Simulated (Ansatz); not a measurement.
# Sb (Im-3m) in Ansatz: notebook, part 2 of 2

Ansatz 0.2.0.

### Step 4. Single point, B3LYP

input reads:

```
crystal:
  lattice:
    - [-1.8713408863, 1.8713408863, 1.8713408863]
    - [1.8713408863, -1.8713408863, 1.8713408863]
    - [1.8713408863, 1.8713408863, -1.8713408863]
  atoms:
    - { symbol: Sb, position: [0.0, 0.0, 0.0] }
hamiltonian:
  xc: b3lyp
  pseudopotentials: { kind: paw }
kpoints:
  mp_grid: { grid: [5, 5, 5] }
scf:
  occupations: { method: fermi_dirac, width: 0.05 }
output:
  forces: true
  stress: true
  eigenvalues: true
  write_density: true
  write_potential: true
  elf: true
  volumetric_format: npy
```

Potentials or basis: Ansatz PAW.

Output:

```text
Warning: output.stress: scf.convergence.dr2_threshold = 1e-7 eV (the SCF's general default) is looser than the 1e-10 eV advised for a printed stress (1e-10 eV for each atom of the cell: 1). What an SCF threshold leaves in a stress goes as its square root, and in the free energy as the threshold itself, and one threshold admits the most on a small cell: of the crystals measured, under no hybrid functional and no lock of the moments, on runs that ended without the residual-converged pass, on stresses that held no estimate of that error, the worst erred by over 100 MPa in a component at 1e-7 eV an atom and by under 5 at 1e-10. Set scf.convergence.dr2_threshold to 1e-10 eV or tighter. The threshold is an SCF's pass mark: one that does not reach it within its budget of iterations ends unconverged, or closes short of it on a stop that the run arms, and scf.convergence.dr2_threshold's page says what that costs each kind of run
Warning: output.stress: scf.exx.energy_threshold = 1e-6 eV is looser than the 1e-8 eV advised for a stress under a hybrid functional (1e-8 eV for each atom of the cell: 1). Every SCF of the exchange loop can meet its threshold on dr2 while the loop round them stops early: no threshold on dr2 bounds what that leaves in the stress. Set scf.exx.energy_threshold to 1e-8 eV or tighter. The threshold is the loop's pass mark: a loop that does not reach it within its budget of cycles ends unconverged, and scf.exx.energy_threshold's page has the law
GPUs: using 1 of 1 available (devices: 1).
Engine: ansatz 0.2.0, x86_64-unknown-linux-gnu
Pseudopotentials: kind: paw
Pseudopotential: Sb, paw, valence charge 15, recommended cutoff 420 eV (normal), Sb.paw.azcp
Functional definition: B3LYP
  parameter a0 = 0.2
  parameter ax = 0.72
  parameter ac = 0.81
  exchange = (1 - a0 - ax)*slater_x + ax*b88_x + a0*exact_x
  correlation = (1 - ac)*vwn_rpa_c + ac*lyp_c
device memory: the entry about to start is reckoned to put 0.5 GiB on a device that reports 70.8 GiB free (of which the cap on the GPU budget leaves the run 18.0 GiB)
GPU FFT provider: cuFFT
GPU libraries: cuBLAS 13.8.2, cuFFT 12.4.0, cuSOLVER 12.3.4
Crystal: 1 atoms, lattice volume = 26.213 Å³
Basis set: ecut = 420 eV, 531 PW (Γ), exchange–correlation on 48×48×48 points (8 copies of the dense FFT grid, shifted against one another)
Bands: 12, of which v1, the nominal top of the filled ones, is band 8 counted from 1 (7 counted from 0)
Symmetry: 48 space group operations
Space group: Im-3m (ITA 229), of the structure as read, at distance tolerance 3.0e-5 Å
k-points: 10 of 125
Non-local potential: Sb, projectors of the file, l = 0: 2, l = 1: 2, l = 2: 2, l = 3: 2
PAW form: soft (Blöchl's): semilocal exchange-correlation on the pseudo side does not see the compensation charge
PAW frozen core: Sb, regenerated for the run's functional, and the local potential with it (the file was generated under x = pbe(κ = 0.804, μ = 0.2195149727645171), c = pbe(β = 0.06672455060314922))
PAW one-centre angular grid: Sb, 590 points (default); XC on 64 Gauss nodes
Initial density: superposition of atomic densities (neutral atoms: chi_scale 0, normalization atom), corrected by the library's trained network
Initial wavefunctions: pseudopotential atomic-orbital guess
GPU buffer pool allocated for 13824 grid points (all kernels)
GPU transforms: local potential and band sums: pruned to the plane-wave sphere, on 24×24×24
[... 52 lines left out ...]
SCF iter   4: F=-6498.544657 eV  HF=-6498.544657 eV  |F-HF|=5.46e-12  |Δ(HF+E_count)|=   5.73e-9  Δρ=2.62e-7  dr2=4.82e-9  ethr=2.81e-11  ⟨swp⟩=3.0  Hψ=269  notcnv=0
SCF 4 converged in 4 iterations: F = -6498.544657 eV  dr2 = 4.82e-9
  Residual-converged pass: ⟨swp⟩=2.0  Hψ=144  notcnv=0  max |occ|·‖R‖ = 2.3e-6 eV (tolerance 2.4e-6 eV)  dr2=4.82e-9  dr2_onsite=7.35e-11  max |Δocc| = 1.1e-14
hybrid outer 3: dexx = +8.328e-7 eV, tail = 1.13e-8 eV, Δε = 2.17e-2 eV (about 5.83e-4 eV left of the loop's levels)
hybrid SCF converged: 3 outer / 11 inner (+7 warm-up), last move |dexx| = 8.33e-7 eV, tail = 1.13e-8 eV
Stability not checked: this state was not tested for a lower state beside it, because the functional holds exact exchange (a hybrid, or Hartree-Fock), whose exchange loop this test does not read (fock_operator; see scf.lower_state_search)
Free energy (F): -6498.544657 eV
Frozen-core exchange: fock
Harris-Foulkes:  -6498.544657 eV  (|F-HF|=5.46e-12)
Internal energy: -6498.538181 eV  (E = F + TS)
E sigma→0 (E₀):  -6498.541419 eV
Entropy (-TS):   -0.006476 eV (-6.476 meV/atom)
Fermi energy:    12.212705 eV
--- Per-component energies (eV) ---
  E_band       = -163.456613
  E_kinetic    = 208.249847
  E_local      = -1411.696109  (includes V_loc(G=0)·N_el)
  E_nonlocal   = 359.288559
  E_hartree    = 648.899933
  E_xc         = -113.302519
  E_vxc        = -78.073706  (∫ρ·V_xc dr)
  E_exx        = -37.248082  (= α·E_x^exact, valence–valence)
  E_paw        = -4577.542638  (= ΣΔE_a)
  E_vpaw       = -464.529024  (= ΣTr[D̂ρ^β])
  E_aug_tail   = -0.000002  (compensation charges beyond the density's cutoff)
  E_ewald      = -1575.184159
  E_core_change = -0.003011  (= ΣΔE_core)
  E_smearing   = -0.006476  (= −TS)
  E_closure    = 0.000000  (closes the sum)
  Σ components = -6498.544657   (vs F -6498.544657, Δ=0.00e0)
--- Forces (eV/Å), atoms counted from 1 ---
  atom   1  Sb     0.00000000    -0.00000000    -0.00000000
  max |Σ_I F_I| component: 7.36e-30 eV/Å
--- Stress (GPa, compression-positive) ---
        5.308076       0.000000      -0.000000
        0.000000       5.308076       0.000000
       -0.000000       0.000000       5.308076
  P = ⅓ Tr σ = 5.3081 GPa (53.081 kbar)
--- Band table (eV; the first three rows and the last of 10) ---
  k-point 0: bands = ["-19.4406", "-19.4406", "-19.4406", "-19.3556", "-19.3556", "-2.4220", "18.6520", "18.6520", "18.6520", "24.6280", "24.6280", "24.6280"]
  k-point 1: bands = ["-19.4490", "-19.4261", "-19.3942", "-19.3646", "-19.3584", "-1.5047", "13.7880", "16.5880", "17.9812", "21.6404", "21.9697", "24.6969"]
  k-point 2: bands = ["-19.4630", "-19.4191", "-19.3638", "-19.3629", "-19.3176", "1.0954", "7.1703", "14.5300", "16.9386", "20.0367", "20.4655", "26.5241"]
  k-point 9: bands = ["-19.4339", "-19.4262", "-19.3320", "-19.3320", "-19.3294", "4.2983", "9.8845", "10.0842", "10.0842", "16.4508", "18.5728", "29.3349"]
```

Wall time 4.9 s (1 × NVIDIA H100 80GB HBM3 with 2 threads of AMD EPYC 7R13 (Zen 3), shared host); peak memory 1.3 GiB.

Results:

```
Free energy            : -6498.5447 eV
Pressure               : 5.3 GPa
Band gap on the k mesh : none (metal or under the smearing width)
```

Levels at points of the mesh, in eV from the Fermi level:
| k point | band 4 | band 5 | band 6 | band 7 | band 8 | band 9 | band 10 | band 11 |
| --- | --- | --- | --- | --- | --- | --- | --- | --- |
| (0.00, 0.00, 0.00) | -31.57 | -31.57 | -14.63 | 6.44 | 6.44 | 6.44 | 12.42 | 12.42 |

Caveat: the k mesh is coarse (spacing up to 0.47 Å⁻¹), so the values aren't converged, least of all with exact exchange; the PAW data sets come from PBE, with cores solved anew for the run's functional, which leaves a small shift of forces and pressure; the thresholds are loose for stress. The run has no spin-orbit coupling, so splittings on Sb are missing.

### Step 5. Relaxation of cell and atoms, B3LYP

Edit input of step 4 so:

```diff
@@ -18,5 +18,5 @@
   eigenvalues: true
-  write_density: true
-  write_potential: true
-  elf: true
-  volumetric_format: npy
+relax:
+  f_tol: 0.01
+  max_steps: 40
+  cell: { stress_tol: 0.05 }
```

Run time: 17 s. Hardware: 1 × NVIDIA H100 80GB HBM3 with 2 threads of AMD EPYC 7R13 (Zen 3), shared host; peak memory 1.4 GiB.

The run converged. Its results:

```
Free energy                            : -6498.5764 eV
Relaxed volume                         : 28.27 Å³/atom
Relaxed cell                           : a = 3.324 Å, b = 3.324 Å, c = 3.324 Å, α = 109.47°, β = 109.47°, γ = 109.47°
Space group after relaxing (to 0.05 Å) : Im-3m (No. 229)
Energy gained by relaxing              : 31.8 meV/atom
Ionic steps                            : 5
Pressure after relaxing                : 0.0 GPa
Band gap on the k mesh                 : none (metal or under the smearing width)
```

Step by step:
```tsv
step	energy change (eV)	largest force (eV/Å)	volume (Å³)
1	0.0000	0.0000	26.21
2	-0.0247	0.0000	29.31
3	-0.0311	0.0000	28.42
4	-0.0313	0.0000	28.27
5	-0.0318	0.0000	28.27
```

Final structure:
```yaml
crystal:
  lattice:
    - [-1.91910, 1.91910, 1.91910]
    - [1.91910, -1.91910, 1.91910]
    - [1.91910, 1.91910, -1.91910]
  atoms:
    - { symbol: Sb, position: [0.00000, 0.00000, 0.00000] }
```

Levels at points of the mesh, in eV from the Fermi level:
| k point | band 4 | band 5 | band 6 | band 7 | band 8 | band 9 | band 10 | band 11 |
| --- | --- | --- | --- | --- | --- | --- | --- | --- |
| (0.00, 0.00, 0.00) | -31.55 | -31.55 | -14.02 | 5.82 | 5.82 | 5.82 | 12.00 | 12.00 |

Caveat: the k mesh is coarse (spacing up to 0.47 Å⁻¹), so the values aren't converged, least of all with exact exchange; the plane-wave basis is chosen anew once the cell has moved, so the energies of steps on either side of that aren't comparable; the PAW data sets come from PBE, with cores solved anew for the run's functional, which leaves a small shift of forces and pressure. The run has no spin-orbit coupling, so splittings on Sb are missing.

### Step 6. Summary

| task | level | cell | gap on the mesh (eV) | pressure (GPa) | relaxed volume (Å³/atom) |
| --- | --- | --- | --- | --- | --- |
| single point | PBEsol0 | as given | none | -4.1 | - |
| relaxation of cell and atoms | PBEsol0 | relaxed | none | 0.0 | 24.84 |
| single point | B3LYP | as given | none | 5.3 | - |
| relaxation of cell and atoms | B3LYP | relaxed | none | 0.0 | 28.27 |

Alike in all rows: potentials or basis Ansatz PAW; no spin polarisation; k mesh 5 × 5 × 5; cutoff (eV) 420; smearing fermi-dirac 0.05 eV; the mesh is coarse, so values aren't converged.

Caveats: all runs use coarse meshes; the PAW data sets come from PBE, with cores solved anew for the run's functional, which leaves a small shift of forces and pressure; the thresholds are loose for stress (some runs); the plane-wave basis is chosen anew once the cell has moved, so the energies of steps on either side of that aren't comparable (some runs).

Absolute energies hang on the potentials; compare differences alone.
